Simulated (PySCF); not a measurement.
C8H6: calculation against experiment

**Experimental background.**

NIST CCCBDB Release 22 (SRD 101), experimental dipoles lists, for the gas: dipole moment 0.656 D.

The runs below try to reproduce these values; the comparison stands at the end.

C8H6.
SMILES with atom numbers: `[CH:1]#[C:2][c:3]1[cH:4][cH:5][cH:6][cH:7][cH:8]1` (hydrogens: H9 on C1; H10 on C4; H11 on C5; H12 on C6; H13 on C7; H14 on C8)

Cartesian coordinates in Å at the GFN2-xTB level; atoms count from 1:
```
atom  x, y, z in Å
C1     2.210    1.883    1.639
C2     1.415    1.206    1.047
C3     0.476    0.407    0.350
C4    -0.044    0.837   -0.870
C5    -0.959    0.051   -1.545
C6    -1.363   -1.163   -1.013
C7    -0.850   -1.593    0.200
C8     0.067   -0.816    0.882
H9     2.905    2.475    2.157
H10    0.273    1.785   -1.279
H11   -1.359    0.387   -2.491
H12   -2.078   -1.774   -1.544
H13   -1.166   -2.538    0.617
H14    0.473   -1.146    1.828
```

The PySCF runs (gas phase, on this GFN2-xTB geometry; no spin–orbit coupling):

| level | job | basis functions | wall time |
| --- | --- | --- | --- |
| wB97X-D/def2-SVPD | 8 singlets by full TDDFT, 3 Tamm–Dancoff triplets, polarisability | 208 | 47 s |

Hardware: an Arm Neoverse V1 with one thread (shared host).

## Comparison

**Dipole moment.** Measured: 0.656 D (NIST CCCBDB Release 22 (SRD 101), experimental dipoles).

| level | computed (D) | computed − measured (D) | % (from the printed values) |
| --- | --- | --- | --- |
| wB97X-D/def2-SVPD | 0.706 | +0.050 | +8 |

The computed dipoles belong to one fixed geometry; measured ones are averaged over vibrations unless marked μe. Magnitudes are compared, not signs.

The geometry is computed, not the measured one. Where a level misses, the cause wasn't examined.
